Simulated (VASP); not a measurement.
# MgO2 (Pa-3) in VASP: a series of runs

The runs below take MgO2 through dielectric tensor, with PBEsol, LDA.

Program: VASP 6.6.1. These are calculated values, not measurements. Logs are shortened: lines on timing, memory, paths and dates and some standing lists are left out, and cuts for length are marked.

**1. The crystal as given**

It takes space group Pa-3 (No. 205, cubic). Conventional cell: a = 4.829 Å, b = 4.829 Å, c = 4.829 Å, α = 90.00°, β = 90.00°, γ = 90.00°. Mg (site symmetry -3) has 6 O at 2.07 Å as nearest neighbours. O (site symmetry 3) is surrounded by 1 O at 1.50 Å.

The cell is a database's computed one.

**2. Dielectric tensor, PBEsol**

INCAR reads:

```
  PREC = Accurate
  ENCUT = 520
  EDIFF = 1E-8
  ISMEAR = 0
  SIGMA = 0.02
  LREAL = F
  LASPH = T
  NELM = 80
  ALGO = Normal
  ISIF = 2
  LWAVE = F
  LCHARG = F
  GGA = PS
  LEPSILON = T
  KPAR = 4
```

KPOINTS reads:

```
regular mesh
0
Gamma
  6 6 6
```

POSCAR reads:

```
MgO2
1.0
    4.8286124700      0.0000000000      0.0000000000
    0.0000000000      4.8286124700      0.0000000000
    0.0000000000      0.0000000000      4.8286124700
Mg O
4 8
Direct
    0.0000000000      0.0000000000      0.0000000000
    0.5000000000      0.0000000000      0.5000000000
    0.5000000000      0.5000000000      0.0000000000
    0.0000000000      0.5000000000      0.5000000000
    0.5894244400      0.9105755600      0.0894244400
    0.9105755600      0.0894244400      0.5894244400
    0.0894244400      0.5894244400      0.9105755600
    0.4105755600      0.4105755600      0.4105755600
    0.5894244400      0.5894244400      0.5894244400
    0.9105755600      0.4105755600      0.0894244400
    0.0894244400      0.9105755600      0.4105755600
    0.4105755600      0.0894244400      0.9105755600
```

Potentials or basis: VASP PAW PBE potentials, release 64 (Mg, O).

On the command line:

```sh
cat potpaw_PBE.64/Mg/POTCAR potpaw_PBE.64/O/POTCAR > POTCAR
mpirun -np 4 vasp_std > vasp.out
```

OUTCAR:

```text
PREC = Accurate
   ENCUT = 520
   EDIFF = 1E-8
   ISMEAR = 0
   LREAL = F
   LASPH = T
   NELM = 80
   ISIF = 2
   GGA = PS
   LEPSILON = T

 ion  position               nearest neighbor table
   1  0.000  0.000  0.000-   5 2.07   6 2.07   7 2.07  10 2.07  11 2.07  12 2.07   2 3.41   3 3.41
                             4 3.41   2 3.41   4 3.41   3 3.41   4 3.41   4 3.41   2 3.41   3 3.41
   2  0.500  0.000  0.500-   5 2.07   6 2.07   8 2.07   9 2.07  11 2.07  12 2.07   1 3.41   3 3.41
                             4 3.41   1 3.41   3 3.41   3 3.41   4 3.41   3 3.41   1 3.41   4 3.41
   3  0.500  0.500  0.000-   5 2.07   7 2.07   8 2.07   9 2.07  10 2.07  12 2.07   1 3.41   2 3.41
                             4 3.41   2 3.41   4 3.41   1 3.41   2 3.41   2 3.41   1 3.41   4 3.41
   4  0.000  0.500  0.500-   6 2.07   7 2.07   8 2.07   9 2.07  10 2.07  11 2.07   1 3.41   2 3.41
                             3 3.41   1 3.41   3 3.41   1 3.41   2 3.41   1 3.41   2 3.41   3 3.41
   5  0.589  0.911  0.089-  12 1.50   2 2.07   3 2.07   1 2.07
   6  0.911  0.089  0.589-  11 1.50   2 2.07   4 2.07   1 2.07
   7  0.089  0.589  0.911-  10 1.50   3 2.07   4 2.07   1 2.07
   8  0.411  0.411  0.411-   9 1.50   3 2.07   4 2.07   2 2.07
   9  0.589  0.589  0.589-   8 1.50   3 2.07   4 2.07   2 2.07
  10  0.911  0.411  0.089-   7 1.50   3 2.07   4 2.07   1 2.07
  11  0.089  0.911  0.411-   6 1.50   2 2.07   4 2.07   1 2.07
  12  0.411  0.089  0.911-   5 1.50   2 2.07   3 2.07   1 2.07

  LATTYP: Found a simple cubic cell.
 ALAT       =     4.8286124700

  Lattice vectors:

 A1 = (   4.8286124700,   0.0000000000,   0.0000000000)
 A2 = (   0.0000000000,   4.8286124700,   0.0000000000)
 A3 = (   0.0000000000,   0.0000000000,   4.8286124700)

Analysis of symmetry for initial positions (statically):
=====================================================================
 Subroutine PRICEL returns:
 Original cell was already a primitive cell.

 Routine SETGRP: Setting up the symmetry group for a
 simple cubic supercell.

 Subroutine GETGRP returns: Found 24 space group operations
 (whereof  6 operations were pure point group operations)
 out of a pool of 48 trial point group operations.

The static configuration has the point symmetry S_6 .
 The point group associated with its full space group is T_h .

Analysis of symmetry for dynamics (positions and initial velocities):
=====================================================================
 Subroutine PRICEL returns:
 Original cell was already a primitive cell.

 Routine SETGRP: Setting up the symmetry group for a
 simple cubic supercell.

 Subroutine GETGRP returns: Found 24 space group operations
 (whereof  6 operations were pure point group operations)
 out of a pool of 48 trial point group operations.

The dynamic configuration has the point symmetry S_6 .
 The point group associated with its full space group is T_h .

 Subroutine INISYM returns: Found 24 space group operations
[... 1124 lines left out ...]
 Free energy of the ion-electron system (eV)
  ---------------------------------------------------
  ---------------------------------------------------
  free energy    TOTEN  =        -0.68900272 eV

  energy without entropy =       -0.68900272

------------------------ aborting loop because EDIFF is reached ----------------------------------------

--------------------------------------- Ionic step        2  -------------------------------------------

------------------------ aborting loop because EDIFF is reached ----------------------------------------

--------------------------------------- Ionic step        3  -------------------------------------------

 Free energy of the ion-electron system (eV)
  ---------------------------------------------------
  ---------------------------------------------------
  free energy    TOTEN  =        -0.68900300 eV

  energy without entropy =       -0.68900300

------------------------ aborting loop because EDIFF is reached ----------------------------------------

 PIEZOELECTRIC TENSOR FIELD DIRECTION 3  (e Angst)
 -----------------------------------------------------------------------------
     0.00002  0.00000  0.00000           (  0.00001  0.00000  0.00000)
     0.00000 -0.00032  0.00000           (  0.00000 -0.00000  0.00000)
     0.00000  0.00000  0.00117           (  0.00000  0.00000  0.00001)

 PIEZOELECTRIC TENSOR FIELD DIRECTION 3  (C/m^2)
 -----------------------------------------------------------------------------
     0.00000  0.00000  0.00000
     0.00000 -0.00005  0.00000
     0.00000  0.00000  0.00017

 MACROSCOPIC STATIC DIELECTRIC TENSOR (including local field effects in DFT)
 ------------------------------------------------------
           3.037498    -0.000000     0.000000
           0.000000     3.037498     0.000000
           0.000000     0.000000     3.037498
 ------------------------------------------------------

 PIEZOELECTRIC TENSOR (including local field effects)  for field in x, y, z        (e  Angst)
          XX          YY          ZZ          XY          YZ          ZX
  --------------------------------------------------------------------------------
  x     0.00000     0.00000     0.00000     0.00000     0.00000     0.00000
  y     0.00000     0.00000     0.00000     0.00000     0.00000     0.00000
  z     0.00000     0.00000     0.00000     0.00000     0.00000     0.00000

 PIEZOELECTRIC TENSOR (including local field effects)  for field in x, y, z        (C/m^2)
          XX          YY          ZZ          XY          YZ          ZX
  --------------------------------------------------------------------------------
  x     0.00000     0.00000     0.00000     0.00000     0.00000     0.00000
  y     0.00000     0.00000     0.00000     0.00000     0.00000     0.00000
  z     0.00000     0.00000     0.00000     0.00000     0.00000     0.00000

 BORN EFFECTIVE CHARGES (including local field effects) (in |e|, cummulative output)
 ---------------------------------------------------------------------------------
 ion    1
    1     2.02931     0.17945    -0.10655
    2    -0.10655     2.02931     0.17945
    3     0.17945    -0.10655     2.02931
 ion    2
    1     2.02931     0.17945     0.10655
    2    -0.10655     2.02931    -0.17945
    3    -0.17945     0.10655     2.02931
 ion    3
    1     2.02931    -0.17945     0.10655
    2     0.10655     2.02931     0.17945
    3    -0.17945    -0.10655     2.02931
 ion    4
    1     2.02931    -0.17945    -0.10655
    2     0.10655     2.02931    -0.17945
    3     0.17945     0.10655     2.02931
 ion    5
[... 16 lines left out ...]
    1    -1.01465     0.09124     0.05658
    2     0.05658    -1.01465     0.09124
    3     0.09124     0.05658    -1.01465
 ion   10
    1    -1.01465     0.09124    -0.05658
    2     0.05658    -1.01465    -0.09124
    3    -0.09124    -0.05658    -1.01465
 ion   11
    1    -1.01465    -0.09124    -0.05658
    2    -0.05658    -1.01465     0.09124
    3    -0.09124     0.05658    -1.01465
 ion   12
    1    -1.01465    -0.09124     0.05658
    2    -0.05658    -1.01465    -0.09124
    3     0.09124    -0.05658    -1.01465
```

Wall time 3.1 min (4 MPI ranks of Intel Xeon 6975P-C (Granite Rapids), shared host); peak memory 0.62 GiB.

Results:

```yaml
Band_gap_on_the_k_mesh: 3.85 eV, indirect (least direct gap 3.98 eV)
Electronic_dielectric_tensor_diagonal: 3.04
Born_charges_mean_of_the_diagonal: Mg +2.03; O -1.01 e
```

Electronic dielectric tensor:
```
3.04 0.00 0.00
0.00 3.04 0.00
0.00 0.00 3.04
```

Born effective charge tensors (e):
atom 1, Mg
```
 2.03  0.18 -0.11
-0.11  2.03  0.18
 0.18 -0.11  2.03
```
atom 2, Mg
```
 2.03  0.18  0.11
-0.11  2.03 -0.18
-0.18  0.11  2.03
```
atom 3, Mg
```
 2.03 -0.18  0.11
 0.11  2.03  0.18
-0.18 -0.11  2.03
```
atom 4, Mg
```
 2.03 -0.18 -0.11
 0.11  2.03 -0.18
 0.18  0.11  2.03
```
atom 5, O
```
-1.01 -0.09  0.06
-0.06 -1.01 -0.09
 0.09 -0.06 -1.01
```
atom 6, O
```
-1.01 -0.09 -0.06
-0.06 -1.01  0.09
-0.09  0.06 -1.01
```
atom 7, O
```
-1.01  0.09 -0.06
 0.06 -1.01 -0.09
-0.09 -0.06 -1.01
```
atom 8, O
```
-1.01  0.09  0.06
 0.06 -1.01  0.09
 0.09  0.06 -1.01
```
atom 9, O
```
-1.01  0.09  0.06
 0.06 -1.01  0.09
 0.09  0.06 -1.01
```
atom 10, O
```
-1.01  0.09 -0.06
 0.06 -1.01 -0.09
-0.09 -0.06 -1.01
```
atom 11, O
```
-1.01 -0.09 -0.06
-0.06 -1.01  0.09
-0.09  0.06 -1.01
```
atom 12, O
```
-1.01 -0.09  0.06
-0.06 -1.01 -0.09
 0.09 -0.06 -1.01
```

Caveat: the PAW data sets were made with another functional, which shifts forces and pressure a little.

**3. Dielectric tensor, LDA**

Changes to INCAR since step 2:

```diff
@@ -12,3 +12,2 @@
   LCHARG = F
-  GGA = PS
   LEPSILON = T
```

KPOINTS is that of step 2.

POSCAR is that of step 2.

Potentials or basis: VASP PAW LDA potentials, release 64 (Mg, O).

On the command line:

```sh
cat potpaw_LDA.64/Mg/POTCAR potpaw_LDA.64/O/POTCAR > POTCAR
mpirun -np 4 vasp_std > vasp.out
```

OUTCAR:

```text
PREC = Accurate
   ENCUT = 520
   EDIFF = 1E-8
   ISMEAR = 0
   LREAL = F
   LASPH = T
   NELM = 80
   ISIF = 2
   LEPSILON = T

 ion  position               nearest neighbor table
   1  0.000  0.000  0.000-   5 2.07   6 2.07   7 2.07  10 2.07  11 2.07  12 2.07   2 3.41   3 3.41
                             4 3.41   2 3.41   4 3.41   3 3.41   4 3.41   4 3.41   2 3.41   3 3.41
   2  0.500  0.000  0.500-   5 2.07   6 2.07   8 2.07   9 2.07  11 2.07  12 2.07   1 3.41   3 3.41
                             4 3.41   1 3.41   3 3.41   3 3.41   4 3.41   3 3.41   1 3.41   4 3.41
   3  0.500  0.500  0.000-   5 2.07   7 2.07   8 2.07   9 2.07  10 2.07  12 2.07   1 3.41   2 3.41
                             4 3.41   2 3.41   4 3.41   1 3.41   2 3.41   2 3.41   1 3.41   4 3.41
   4  0.000  0.500  0.500-   6 2.07   7 2.07   8 2.07   9 2.07  10 2.07  11 2.07   1 3.41   2 3.41
                             3 3.41   1 3.41   3 3.41   1 3.41   2 3.41   1 3.41   2 3.41   3 3.41
   5  0.589  0.911  0.089-  12 1.50   2 2.07   3 2.07   1 2.07
   6  0.911  0.089  0.589-  11 1.50   2 2.07   4 2.07   1 2.07
   7  0.089  0.589  0.911-  10 1.50   3 2.07   4 2.07   1 2.07
   8  0.411  0.411  0.411-   9 1.50   3 2.07   4 2.07   2 2.07
   9  0.589  0.589  0.589-   8 1.50   3 2.07   4 2.07   2 2.07
  10  0.911  0.411  0.089-   7 1.50   3 2.07   4 2.07   1 2.07
  11  0.089  0.911  0.411-   6 1.50   2 2.07   4 2.07   1 2.07
  12  0.411  0.089  0.911-   5 1.50   2 2.07   3 2.07   1 2.07

  LATTYP: Found a simple cubic cell.
 ALAT       =     4.8286124700

  Lattice vectors:

[... 1194 lines left out ...]
     0.00000 -0.00004  0.00000
     0.00000  0.00000  0.00017

 MACROSCOPIC STATIC DIELECTRIC TENSOR (including local field effects in DFT)
 ------------------------------------------------------
           3.049340    -0.000000     0.000000
          -0.000000     3.049340     0.000000
           0.000000     0.000000     3.049340
 ------------------------------------------------------

 PIEZOELECTRIC TENSOR (including local field effects)  for field in x, y, z        (e  Angst)
          XX          YY          ZZ          XY          YZ          ZX
  --------------------------------------------------------------------------------
  x     0.00000     0.00000     0.00000     0.00000     0.00000     0.00000
  y     0.00000     0.00000     0.00000     0.00000     0.00000     0.00000
  z     0.00000     0.00000     0.00000     0.00000     0.00000     0.00000

 PIEZOELECTRIC TENSOR (including local field effects)  for field in x, y, z        (C/m^2)
          XX          YY          ZZ          XY          YZ          ZX
  --------------------------------------------------------------------------------
  x     0.00000     0.00000     0.00000     0.00000     0.00000     0.00000
  y     0.00000     0.00000     0.00000     0.00000     0.00000     0.00000
  z     0.00000     0.00000     0.00000     0.00000     0.00000     0.00000

 BORN EFFECTIVE CHARGES (including local field effects) (in |e|, cummulative output)
 ---------------------------------------------------------------------------------
 ion    1
    1     2.02641     0.17843    -0.10548
    2    -0.10548     2.02641     0.17843
    3     0.17843    -0.10548     2.02641
 ion    2
    1     2.02641     0.17843     0.10548
    2    -0.10548     2.02641    -0.17843
    3    -0.17843     0.10548     2.02641
 ion    3
    1     2.02641    -0.17843     0.10548
    2     0.10548     2.02641     0.17843
    3    -0.17843    -0.10548     2.02641
 ion    4
    1     2.02641    -0.17843    -0.10548
    2     0.10548     2.02641    -0.17843
    3     0.17843     0.10548     2.02641
 ion    5
[... 16 lines left out ...]
    1    -1.01321     0.09135     0.05684
    2     0.05684    -1.01321     0.09135
    3     0.09135     0.05684    -1.01321
 ion   10
    1    -1.01321     0.09135    -0.05684
    2     0.05684    -1.01321    -0.09135
    3    -0.09135    -0.05684    -1.01321
 ion   11
    1    -1.01321    -0.09135    -0.05684
    2    -0.05684    -1.01321     0.09135
    3    -0.09135     0.05684    -1.01321
 ion   12
    1    -1.01321    -0.09135     0.05684
    2    -0.05684    -1.01321    -0.09135
    3     0.09135    -0.05684    -1.01321
```

OSZICAR:

```text
N       E                     dE             d eps       ncg     rms          rms(c)
DAV:   1     0.328154994371E+03    0.32815E+03   -0.30422E+04  1752   0.151E+03
[... 13 lines left out ...]
RMM:   6    -0.679430865689E+00   -0.23719E-03   -0.12274E-03  7276   0.185E-01    0.681E-02
RMM:   7    -0.680524422269E+00   -0.10936E-02   -0.28412E-04  7183   0.832E-02    0.786E-03
RMM:   8    -0.680575557246E+00   -0.51135E-04   -0.60157E-06  7514   0.951E-03    0.213E-03
RMM:   9    -0.680573443732E+00    0.21135E-05   -0.98615E-07  7655   0.204E-03    0.348E-04
RMM:  10    -0.680570804060E+00    0.26397E-05   -0.33414E-07  7618   0.537E-04    0.994E-05
RMM:  11    -0.680572719131E+00   -0.19151E-05    0.48840E-08  6219   0.211E-04    0.201E-05
RMM:  12    -0.680572683077E+00    0.36054E-07   -0.21751E-07  3950   0.142E-04    0.518E-06
```

stdout:

```text
POSCAR found type information on POSCAR MgO
 POSCAR found :  2 types and      12 ions
 scaLAPACK will be used
 LDA part: xc-table for (Slater(with rela. corr.)+CA(PZ))
 , standard interpolation
 POSCAR, INCAR and KPOINTS ok, starting setup
 FFT: planning ... GRIDC
 FFT: planning ... GRID_SOFT
 FFT: planning ... GRID
 WAVECAR not read
 entering main loop
 Linear response reoptimize wavefunctions to high precision
 Linear response G [H, r] |phi>, progress :
  Direction:   1
 Linear response G [H, r] |phi>, progress :
  Direction:   2
 Linear response G [H, r] |phi>, progress :
  Direction:   3
 Linear response to external field (no local field effect), progress :
  Direction:   1
 dielectric tensor                  component  1 :     3.403     0.030     0.023
 Linear response to external field (no local field effect), progress :
  Direction:   2
 dielectric tensor                  component  2 :     0.030     3.335     0.044
 Linear response to external field (no local field effect), progress :
  Direction:   3
 dielectric tensor                  component  3 :     0.023     0.044     3.300
 Linear response to external field, progress :
  Direction:   1
 dielectric tensor                  component  1 :     3.049     0.030     0.030
 Linear response to external field, progress :
  Direction:   2
 dielectric tensor                  component  2 :     0.030     3.049     0.039
 Linear response to external field, progress :
  Direction:   3
 dielectric tensor                  component  3 :     0.030     0.040     3.049
 Born effective charges drift removed
```

Wall time 2.5 min (4 MPI ranks of Intel Xeon 6975P-C (Granite Rapids), shared host); peak memory 0.59 GiB.

What came out:

```yaml
Band_gap_on_the_k_mesh: 3.77 eV, indirect (least direct gap 3.90 eV)
Electronic_dielectric_tensor_diagonal: 3.05
Born_charges_mean_of_the_diagonal: Mg +2.03; O -1.01 e
```

Electronic dielectric tensor:
```
3.05 0.00 0.00
0.00 3.05 0.00
0.00 0.00 3.05
```

Born effective charge tensors (e):
atom 1, Mg
```
 2.03  0.18 -0.11
-0.11  2.03  0.18
 0.18 -0.11  2.03
```
atom 2, Mg
```
 2.03  0.18  0.11
-0.11  2.03 -0.18
-0.18  0.11  2.03
```
atom 3, Mg
```
 2.03 -0.18  0.11
 0.11  2.03  0.18
-0.18 -0.11  2.03
```
atom 4, Mg
```
 2.03 -0.18 -0.11
 0.11  2.03 -0.18
 0.18  0.11  2.03
```
atom 5, O
```
-1.01 -0.09  0.06
-0.06 -1.01 -0.09
 0.09 -0.06 -1.01
```
atom 6, O
```
-1.01 -0.09 -0.06
-0.06 -1.01  0.09
-0.09  0.06 -1.01
```
atom 7, O
```
-1.01  0.09 -0.06
 0.06 -1.01 -0.09
-0.09 -0.06 -1.01
```
atom 8, O
```
-1.01  0.09  0.06
 0.06 -1.01  0.09
 0.09  0.06 -1.01
```
atom 9, O
```
-1.01  0.09  0.06
 0.06 -1.01  0.09
 0.09  0.06 -1.01
```
atom 10, O
```
-1.01  0.09 -0.06
 0.06 -1.01 -0.09
-0.09 -0.06 -1.01
```
atom 11, O
```
-1.01 -0.09 -0.06
-0.06 -1.01  0.09
-0.09  0.06 -1.01
```
atom 12, O
```
-1.01 -0.09  0.06
-0.06 -1.01 -0.09
 0.09 -0.06 -1.01
```

A k mesh can miss the band edges. LDA gaps usually lie below the measured ones, often by a third to a half.

**4. For comparison**

An earlier run on the cell as given: functional PBEsol; potentials or basis VASP PAW PBE potentials, release 64 (Mg, O); cutoff 520 eV; k mesh 6 × 6 × 6; occupations fermi-dirac, width 0.05 eV; no spin polarisation.

* Pressure: 0.3 GPa
* Largest force: 0.176 eV/Å
* Band gap on the k mesh: 3.85 eV, indirect (least direct gap 3.98 eV)

**5. Summary**

| task | level | potentials or basis | smearing | gap on the mesh (eV) |
| --- | --- | --- | --- | --- |
| dielectric tensor | PBEsol | VASP PAW PBE potentials, release 64 (Mg, O) | gaussian 0.02 eV | 3.85 |
| dielectric tensor | LDA | VASP PAW LDA potentials, release 64 (Mg, O) | gaussian 0.02 eV | 3.77 |
| single point | PBEsol | VASP PAW PBE potentials, release 64 (Mg, O) | fermi-dirac 0.05 eV | 3.85 |

Alike in all rows: no spin polarisation; cell as given; k mesh 6 × 6 × 6; cutoff (eV) 520.

Caveats: the PAW data sets were made with another functional, which shifts forces and pressure a little (some runs).

Absolute energies hang on the potentials; compare differences alone.
